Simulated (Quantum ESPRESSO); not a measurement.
FeO (Wuestite):

```
Fe O
1.0
     0.00000    2.15540    2.15540
     2.15540    0.00000    2.15540
     2.15540    2.15540    0.00000
Fe O
1 1
Direct
  0.00000 0.00000 0.00000
  0.50000 0.50000 0.50000
```

| Quantity | Value |
| --- | --- |
| Program | Quantum ESPRESSO 7.5 |
| Task | Wannier functions |
| Functional | LDA |
| Potentials or basis | PseudoDojo 0.4.1 SR LDA standard |
| Cutoff | 1225 eV |
| Density cutoff | 4898 eV |
| k mesh | 8 × 8 × 8 |
| Occupations | fermi-dirac, width 0.05 eV |
| Spin | collinear spin, ferromagnetic start |
| Starting moments | [3.0, 0.0] μB |
| Form of the LDA correlation | PW92 |
| Mixing beta | 0.3 |
| Most SCF iterations | 120 |
| SCF threshold | 4e-10 Ry |
| k mesh for the Wannier functions | 6 × 6 × 6 |
| Projections | Fe spd, O sp |

Start: atomic projections with disentanglement, frozen window up to 1.0 eV over the reference level; the lowest 4 bands are left out. The reference level is the Fermi level, or the middle of the gap.

**Question.** With atomic projections with disentanglement, how many functions result, how localised are they, and how well do they interpolate the bands?

**Answer.** 26 functions with spreads from 0.41 to 1.66 Å², 21.6 Å² in all; they miss the direct bands by 2 meV (root mean square).

Spin up: Wannier functions:
```
function  nearest atom  distance (Å)  spread (Å²)  on-site energy from the reference level (eV)
       1          1 Fe          0.00         1.45                                          2.57
       2          1 Fe          0.00         1.62                                         10.92
       3          1 Fe          0.00         1.62                                         10.92
       4          1 Fe          0.00         1.62                                         10.92
       5          1 Fe          0.00         0.42                                         -3.32
       6          1 Fe          0.00         0.50                                         -3.40
       7          1 Fe          0.00         0.50                                         -3.40
       8          1 Fe          0.00         0.42                                         -3.32
       9          1 Fe          0.00         0.50                                         -3.40
      10           2 O          0.00         0.41                                        -17.48
      11           2 O          0.00         0.50                                         -2.40
      12           2 O          0.00         0.50                                         -2.40
      13           2 O          0.00         0.50                                         -2.40
```
Spin down: Wannier functions:
```csv
function,nearest atom,distance (Å),spread (Å²),on-site energy from the reference level (eV)
1,1 Fe,0.00,1.49,3.41
2,1 Fe,0.00,1.66,11.61
3,1 Fe,0.00,1.66,11.61
4,1 Fe,0.00,1.66,11.61
5,1 Fe,0.00,0.50,0.46
6,1 Fe,0.00,0.59,-0.10
7,1 Fe,0.00,0.59,-0.10
8,1 Fe,0.00,0.50,0.46
9,1 Fe,0.00,0.59,-0.10
10,2 O,0.00,0.41,-16.70
11,2 O,0.00,0.47,-1.53
12,2 O,0.00,0.47,-1.53
13,2 O,0.00,0.47,-1.53
```

Parts of the spread (Å²): spin up: invariant 6.45, diagonal 0.000, off-diagonal 4.09, total 10.54; spin down: invariant 6.61, diagonal 0.000, off-diagonal 4.43, total 11.04. Against the direct bands the interpolation misses by 2 meV (root mean square) and 36 meV at most, for states up to 1 eV over the reference level.

Caveat: the k mesh is coarse; a cell with one magnetic atom can't hold antiferromagnetic order, which such compounds often take; semilocal functionals often make such compounds metallic where correlation or magnetic order opens a gap, which also shifts bond lengths.
